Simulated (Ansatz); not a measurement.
# PbS (P-6m2) in Ansatz: relaxation of cell and atoms with revPBE+D4

Aim: the relaxation of cell and atoms of PbS with revPBE+D4.

All numbers are computed with Ansatz 0.2.0; they aren't measurements. Logs are shortened: lines on timing, memory, paths and dates and some standing lists are left out, and cuts for length are marked.

### 1 Starting point

Symmetry: P-6m2, No. 187, hexagonal system. Conventional cell: a = 4.090 Å, b = 4.090 Å, c = 3.788 Å, α = 90.00°, β = 90.00°, γ = 120.00°. Pb (site symmetry -6m2) has 6 S at 3.03 Å as nearest neighbours. S (site symmetry -6m2) is surrounded by 6 Pb at 3.03 Å.

Measurements of this composition are mostly on another form, of space group No. 225.

### 2 Relaxation of cell and atoms, revPBE+D4

The input, input.yaml:

```yaml
crystal:
  lattice:
    - [4.0896976867, 0.0, 0.0]
    - [-2.0448488433, 3.5417820905, 0.0]
    - [0.0, 0.0, 3.788167]
  atoms:
    - { symbol: Pb, position: [0.0, 0.0, 0.0] }
    - { symbol: S, position: [0.6666666667, 0.3333333333, 0.5] }
hamiltonian:
  xc: revpbe
  pseudopotentials: { kind: paw }
  dispersion: d4
kpoints:
  mp_grid: { grid: [8, 8, 7] }
scf:
  occupations: { method: fermi_dirac, width: 0.05 }
output:
  forces: true
  stress: true
  eigenvalues: true
relax:
  f_tol: 0.01
  max_steps: 40
  cell: { stress_tol: 0.05 }
```

Potentials or basis: Ansatz PAW.

Launch:

```
$ ansatz run input.yaml --threads 2 --pin off --max-ram 5632MiB --backend cpu --events-out ev --progress --plain --runs-dir out
```

The program printed:

```text
Warning: RAYON_NUM_THREADS=2 ignored (pool sized by the plan → 2); use --threads N
Engine: ansatz 0.2.0, aarch64-unknown-linux-gnu
Pseudopotentials: kind: paw
Pseudopotential: Pb, paw, valence charge 14, recommended cutoff 420 eV (normal), Pb.paw.azcp
Pseudopotential: S, paw, valence charge 6, recommended cutoff 420 eV (normal), S.paw.azcp
Functional definition: revPBE
  parameter kappa = 1.245
  parameter beta = 0.06672455060314922
  exchange = pbe_x(kappa = kappa, mu = beta*pi^2/3)
  correlation = pbe_c(beta = beta)
Crystal: 2 atoms, lattice volume = 54.871 Å³
Basis set: ecut = 420 eV, 1105 PW (Γ), exchange–correlation on 60×60×54 points (8 copies of the dense FFT grid, shifted against one another)
Bands: 14, of which v1, the nominal top of the filled ones, is band 10 counted from 1 (9 counted from 0)
Symmetry: 12 space group operations
Space group: P-6m2 (ITA 187), of the structure as read, at distance tolerance 3.8e-5 Å
k-points: 40 of 448 (time reversal used)
Non-local potential: Pb, projectors of the file, l = 0: 2, l = 1: 2, l = 2: 2, l = 3: 2
Non-local potential: S, projectors of the file, l = 0: 2, l = 1: 2, l = 2: 2
PAW form: soft (Blöchl's): semilocal exchange-correlation on the pseudo side does not see the compensation charge
PAW frozen core: Pb, regenerated for the run's functional, and the local potential with it (the file was generated under x = pbe(κ = 0.804, μ = 0.2195149727645171), c = pbe(β = 0.06672455060314922))
PAW frozen core: S, regenerated for the run's functional, and the local potential with it (the file was generated under x = pbe(κ = 0.804, μ = 0.2195149727645171), c = pbe(β = 0.06672455060314922))
PAW one-centre angular grid: Pb, 590 points (default); XC on 64 Gauss nodes
PAW one-centre angular grid: S, 110 points (default); XC on 64 Gauss nodes
Initial density: superposition of atomic densities (neutral atoms: chi_scale 0, normalization atom), corrected by the library's trained network
Initial wavefunctions: pseudopotential atomic-orbital guess
Functional: x = revpbe(κ = 1.245, μ = 0.2195149727645171), c = pbe(β = 0.06672455060314922)
SCF iter   1: F=—  HF=-12823.845882 eV  |F-HF|=—  |Δ(HF+E_count)|=         —  Δρ=2.73e-3  dr2=5.97e-3  ethr=1.77e-3  ⟨swp⟩=6.0  Hψ=3313  notcnv=0
preconditioner: auto → none  [insulator: Δε(μ)=0.290 eV  Ē_g=15.358 eV  σ=0.050 eV  W_gap=0.89  n_scr=8 (ndim 8)  ℏωp=22.4 eV  f_vac=0.003  D(μ)=0.08/eV (n_scr^D=0)  ε∞_Penn≈3.1]
SCF iter   2: F=—  HF=-12823.844538 eV  |F-HF|=—  |Δ(HF+E_count)|=   1.34e-3  Δρ=1.20e-3  dr2=1.14e-3  ethr=2.98e-5  ⟨swp⟩=2.6  Hψ=1329  notcnv=0
SCF iter   3: F=—  HF=-12823.844794 eV  |F-HF|=—  |Δ(HF+E_count)|=   2.56e-4  Δρ=3.74e-4  dr2=1.02e-4  ethr=5.70e-6  ⟨swp⟩=2.2  Hψ=718  notcnv=0
SCF iter   4: F=—  HF=-12823.844855 eV  |F-HF|=—  |Δ(HF+E_count)|=   6.06e-5  Δρ=5.82e-5  dr2=1.31e-6  ethr=5.08e-7  ⟨swp⟩=2.0  Hψ=733  notcnv=0
[... 55 lines left out ...]
SCF iter   4: F=—  HF=-12823.857987 eV  |F-HF|=—  |Δ(HF+E_count)|=   3.58e-9  Δρ=4.22e-7  dr2=2.90e-11  ethr=5.93e-12  ⟨swp⟩=2.0  Hψ=957  notcnv=0
iter 5 did not close the SCF: its close was put off for the readings that it lacked (scf_convergence_deferred on its scf_iter line)
SCF iter   5: F=-12823.857987 eV  HF=-12823.857987 eV  |F-HF|=1.82e-12  |Δ(HF+E_count)|=  7.28e-11  Δρ=2.93e-8  dr2=3.27e-13  ethr=1.00e-12  ⟨swp⟩=1.2  Hψ=594  notcnv=0
SCF iter   6: F=-12823.857987 eV  HF=-12823.857987 eV  |F-HF|=9.09e-12  |Δ(HF+E_count)|=  1.09e-11  Δρ=7.40e-9  dr2=2.74e-14  ethr=1.00e-12  ⟨swp⟩=4.2  Hψ=2325  notcnv=0
SCF 5 converged in 6 iterations: F = -12823.857987 eV  dr2 = 2.74e-14
relax step   5: F+E_penalty+E_count = -12823.85798730 eV  Δ(F+E_penalty+E_count) = +2.080e-4 eV  max|allowed force component| = 1.342e-16 eV/Å  Δτ_max = 0.0000 Å  P = -0.003 GPa  Ω = 52.625 Å³  stress off target by 4.35e-3 GPa  SCF on the basis re-selected at this cell (its energy is not comparable with the rows above)  (6 SCF iters)
basis re-selected at this cell: Δ(F+E_penalty+E_count) = +2.080e-4 eV, ΔP = -0.001 GPa vs the last step (what re-selecting the basis moved, of the pressure what is left beyond the Pulay correction that the steps carried, after the strain that the cell walked since its last selection, with what the two solves' SCF thresholds leave and, on support functions, any second-order correction that the steps lacked; it is no measure of the basis error at this ecutwfc). The dense FFT grid was sized anew with the basis: this SCF ran on 27×27×27 points, the steps before it on 30×30×27, so part of this shift can come from that change (see relax.cell in the input reference). This SCF's stress stands 4.35e-3 GPa from its target on what of the cell is left free (relax.cell.stress_tol is 5.00e-2 GPa) and its largest allowed force component is 1.34e-16 eV/Å (relax.f_tol is 1.00e-2 eV/Å): within both
SCF converged after 6 iterations
Free energy (F): -12823.857987 eV
Harris-Foulkes:  -12823.857987 eV  (|F-HF|=9.09e-12)
Internal energy: -12823.855470 eV  (E = F + TS)
E sigma→0 (E₀):  -12823.856729 eV
Entropy (-TS):   -0.002517 eV (-1.259 meV/atom)
Fermi energy:    8.303792 eV
--- Per-component energies (eV) ---
  E_band       = -56.472809
  E_kinetic    = 393.557883
  E_local      = -1241.375117  (includes V_loc(G=0)·N_el)
  E_nonlocal   = 378.069900
  E_hartree    = 484.246402
  E_xc         = -318.943033
  E_vxc        = -220.210770  (∫ρ·V_xc dr)
  E_paw        = -11016.472291  (= ΣΔE_a)
  E_vpaw       = -335.007555  (= ΣTr[D̂ρ^β])
  E_aug_tail   = 0.000045  (compensation charges beyond the density's cutoff)
  E_ewald      = -1501.762600
  E_disp       = -1.204483  (pairwise vdW)
  E_core_change = 0.027823  (= ΣΔE_core)
  E_smearing   = -0.002517  (= −TS)
  E_closure    = 0.000000  (closes the sum)
  Σ components = -12823.857987   (vs F -12823.857987, Δ=0.00e0)
--- Forces (eV/Å), atoms counted from 1 ---
  atom   1  Pb    -0.00000000    -0.00000000     0.00000000
  atom   2  S      0.00000000    -0.00000000    -0.00000000
  max |Σ_I F_I| component: 2.50e-16 eV/Å
--- Stress (GPa, compression-positive) ---
       -0.004354      -0.000000       0.000000
       -0.000000      -0.004354      -0.000000
        0.000000      -0.000000       0.000185
  P = ⅓ Tr σ = -0.0028 GPa (-0.028 kbar)
--- Band table (eV; the first three rows and the last of 40) ---
  k-point 0: bands = ["-8.6190", "-8.6039", "-8.6039", "-8.4891", "-8.4891", "-5.0879", "2.0119", "5.9131", "6.6206", "6.6206", "11.9784", "11.9784", "13.5018", "15.0945"]
  k-point 1: bands = ["-8.6022", "-8.6022", "-8.5961", "-8.4980", "-8.4980", "-4.9318", "1.4329", "6.2904", "6.7177", "6.7177", "12.0718", "12.0718", "13.1371", "15.2102"]
  k-point 2: bands = ["-8.5983", "-8.5983", "-8.5452", "-8.5180", "-8.5180", "-4.5046", "0.2669", "6.9502", "6.9502", "7.1162", "11.5306", "12.2748", "12.2748", "16.5545"]
  k-point 39: bands = ["-8.6336", "-8.5804", "-8.5666", "-8.5461", "-8.4532", "-3.1666", "1.0790", "4.0772", "4.5051", "5.8220", "8.3609", "12.5578", "14.0256", "16.1858"]
--- Relaxed structure (4 steps of the walk, 4 accepted, 1 SCFs on fresh bases) ---
  F+E_penalty+E_count = -12823.85798730 eV   max|allowed force component| = 1.342e-16 eV/Å   (the final SCF, on the basis selected at the relaxed cell)
  cell:  # Å, volume = 52.6251 Å³
    - [4.0091533108425095, -2.8298798125174505e-11, -1.6421519058910653e-18]
    - [-2.0045766553967463, 3.4720286148702524, 8.210759529354926e-19]
    - [-1.5210771395394271e-18, -1.599954514275254e-33, 3.7805690234122715]
  atoms:
    - { symbol: Pb, position: [-3.700743415524894e-17, -1.4500647001756108e-34, -7.308348061362266e-35] }
    - { symbol: S, position: [0.6666666666666666, 0.3333333333333333, 0.49999999999999994] }
```

Run time: 9.6 s. Hardware: 2 threads of Arm Neoverse V1, shared host; peak memory 0.35 GiB.

Results:

| Quantity | Value |
| --- | --- |
| Free energy | -12823.8580 eV |
| Relaxed volume | 26.31 Å³/atom |
| Relaxed cell | a = 4.009 Å, b = 4.009 Å, c = 3.781 Å, α = 90.00°, β = 90.00°, γ = 120.00° |
| Space group after relaxing (to 0.05 Å) | P-6m2 (No. 187) |
| Energy gained by relaxing | 6.6 meV/atom |
| Ionic steps | 5 |
| Pressure after relaxing | 0.0 GPa |
| Band gap on the k mesh | 0.06 eV, indirect (least direct gap 1.73 eV) |

The path:
| step | energy change (eV) | largest force (eV/Å) | volume (Å³) |
| --- | --- | --- | --- |
| 1 | 0.0000 | 0.0000 | 54.87 |
| 2 | -0.0128 | 0.0000 | 52.20 |
| 3 | -0.0134 | 0.0000 | 52.65 |
| 4 | -0.0134 | 0.0000 | 52.63 |
| 5 | -0.0132 | 0.0000 | 52.63 |

Final structure:
```
Pb S
1.0
     4.00915    0.00000    0.00000
    -2.00458    3.47203    0.00000
     0.00000    0.00000    3.78057
Pb S
1 1
Direct
  0.00000 0.00000 0.00000
  0.66667 0.33333 0.50000
```

Caveat: odd divisions of the mesh miss points on the zone boundary, where band edges often lie, so the gap on the mesh can be too wide; the plane-wave basis is chosen anew once the cell has moved, so the energies of steps on either side of that aren't comparable; spin-orbit coupling is left out, which as a rule narrows the gap of such compounds by several tenths of an eV; the PAW data sets come from PBE, with cores solved anew for the run's functional, which leaves a small shift of forces and pressure. A k mesh can miss the band edges.
